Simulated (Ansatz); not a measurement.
A plane-wave DFT run in Ansatz 0.2.0 (scalar-relativistic PAW potentials unless the input names others): input and command.

```yaml
crystal:
  lattice:
    - [3.9368363007, 0.0, 1.0e-10]
    - [0.0, 3.9368363007, 0.0]
    - [-1.9684181504, 0.0, 1.9175460233]
  atoms:
    - { symbol: Pt, position: [0.0, 0.0, 0.0] }
    - { symbol: Pt, position: [0.5, 0.5, 0.0] }
basis:
  ecutwfc: 420
kpoints:
  mp_grid: { grid: [9, 9, 18] }
hamiltonian:
  xc: pbe
scf:
  occupations: { method: gaussian, width: 0.1 }
  mixing: { algorithm: msr1, beta: 0.05, ndim: 4 }
output:
  forces: true
  eigenvalues: true
  stress: true
```

```bash
ansatz run input.yaml --threads 4 --pin off --max-ram 8192MiB --backend cpu --events-out ev --progress --plain --runs-dir out
```

Abridged log:
```
Basis set: ecut = 420 eV, 577 PW (Γ), exchange–correlation on 54×54×40 points (8 copies of the dense FFT grid, shifted against one another)
Bands: 22, of which v1, the nominal top of the filled ones, is band 18 counted from 1 (17 counted from 0)
Symmetry: 16 space group operations
k-points: 250 of 1458
SCF iter   1: F=—  HF=-25045.963465 eV  |F-HF|=—  |Δ(HF+E_count)|=         —  Δρ=3.18e-3  dr2=5.12e-4  ethr=1.77e-3  ⟨swp⟩=4.9  Hψ=21421  notcnv=0
SCF iter   2: F=—  HF=-25045.965164 eV  |F-HF|=—  |Δ(HF+E_count)|=   1.70e-3  Δρ=3.05e-3  dr2=4.82e-4  ethr=1.42e-6  ⟨swp⟩=2.3  Hψ=11671  notcnv=0
SCF iter   3: F=—  HF=-25045.966105 eV  |F-HF|=—  |Δ(HF+E_count)|=   9.41e-4  Δρ=9.66e-4  dr2=5.70e-5  ethr=1.34e-6  ⟨swp⟩=2.0  Hψ=7678  notcnv=0
SCF iter   4: F=—  HF=-25045.966190 eV  |F-HF|=—  |Δ(HF+E_count)|=   8.43e-5  Δρ=6.43e-4  dr2=4.41e-5  ethr=1.58e-7  ⟨swp⟩=2.1  Hψ=7088  notcnv=0
SCF iter   5: F=—  HF=-25045.966191 eV  |F-HF|=—  |Δ(HF+E_count)|=   1.15e-6  Δρ=1.06e-4  dr2=1.36e-6  ethr=1.22e-7  ⟨swp⟩=2.3  Hψ=7331  notcnv=0
SCF iter   6: F=-25045.966191 eV  HF=-25045.966191 eV  |F-HF|=3.66e-9  |Δ(HF+E_count)|=   2.73e-7  Δρ=1.52e-5  dr2=4.76e-8  ethr=2.78e-10  ⟨swp⟩=2.8  Hψ=20057  notcnv=0
SCF 1 converged in 6 iterations: F = -25045.966191 eV  dr2 = 4.76e-8
SCF converged after 6 iterations
Free energy (F): -25045.966191 eV
Harris-Foulkes:  -25045.966191 eV  (|F-HF|=3.66e-9)
Internal energy: -25045.948379 eV  (E = F + TS)
E sigma→0 (E₀):  -25045.957285 eV
Entropy (-TS):   -0.017811 eV (-8.906 meV/atom)
Fermi energy:    23.863076 eV
--- Forces (eV/Å), atoms counted from 1 ---
  atom   1  Pt     0.00000000     0.00000000     0.00000000
  atom   2  Pt     0.00000000     0.00000000     0.00000000
--- Stress (GPa, compression-positive) ---
       13.642524       0.000000       0.000000
        0.000000      13.642525       0.000000
        0.000000       0.000000      16.749917
  P = ⅓ Tr σ = 14.6783 GPa (146.783 kbar)
```

Apart from outputs and empty bands, the input differs from a reference run on usual settings in hamiltonian.xc: "lda" → "pbe"; scf.mixing.algorithm: not typed → "msr1"; scf.mixing.beta: not typed → 0.05; scf.mixing.ndim: not typed → 4. The reference, at the same geometry (not necessarily relaxed), gave pressure -2.05 GPa, largest force 0.000 eV/Å, no gap on the mesh. This run converged in 6 SCF iterations (reference: 6) with a total energy on another zero, pressure 14.68 GPa, largest force 0.000 eV/Å, no gap on the mesh.

Time: 11 s on 4 threads of Intel(R) Xeon(R) Processor @ 2.50GHz (Skylake/Cascade Lake), on a shared host, peak memory 0.43 GiB.